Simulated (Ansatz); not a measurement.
## TiO2 under changes of volume

One of the cells (10.435 Å³/atom); the others are scaled copies at fixed shape and fractional positions:

```
Ti O
1.0
     4.59984    0.00000    0.00000
     0.00000    4.59984    0.00000
     0.00000    0.00000    2.95921
Ti O
2 4
Cartesian
  0.0000 0.0000 1.4796
  2.2999 2.2999 0.0000
  1.3998 1.3998 1.4796
  0.9001 3.6997 0.0000
  3.6997 0.9001 0.0000
  3.2000 3.2000 1.4796
```

The cell is a database's computed one.

- Program: Ansatz 0.2.0
- Functional: PBE
- Potentials or basis: JTH PAW
- Cutoff: 1380 eV (not typed: the program's choice for these potentials)
- k mesh: 6 × 6 × 9
- Occupations: fermi-dirac, width 0.05 eV
- Spin: no spin polarisation

```tsv
volume (Å³/atom)	energy over the lowest point (meV/atom)	pressure (GPa)	gap on the mesh (eV)	largest force (eV/Å)
9.809	53.28	22.1	2.01	0.325
10.018	28.78	15.6	1.96	0.211
10.227	?	?	?	?
10.435	2.89	4.6	1.86	0.008
10.644	0.00	-0.1	1.81	0.084
10.853	2.93	-4.3	1.76	0.169
11.062	11.11	-8.2	1.72	0.248
```

**Question.** What does the run at 10.227 Å³/atom give?

**Answer.** Energy over the lowest point 12.25 meV/atom; pressure 9.8 GPa; gap on the mesh 1.91 eV; largest force 0.106 eV/Å.

Worked out: A Birch-Murnaghan fit of order 3 (a polynomial in V^(-2/3)) to the other rows has its minimum at 10.64 Å³/atom with B0 = V·E''(V) = 228 GPa and B' = 4.3 at fixed shape and positions, which overstates the stiffness. It gives 12.23 meV/atom at 10.227 Å³/atom, against the run's 12.25, and -dE/dV = 9.8 GPa, against 9.8. A straight line through the other rows of the gap, of slope -2.44 eV per unit of ln V (its deformation potential), gives 1.91 eV, against the run's 1.91.

Energies are extrapolated to zero smearing.

Caveats: odd divisions of the mesh miss points on the zone boundary, where band edges often lie, so the gap on the mesh can be too wide.

A mesh can miss the band edges.
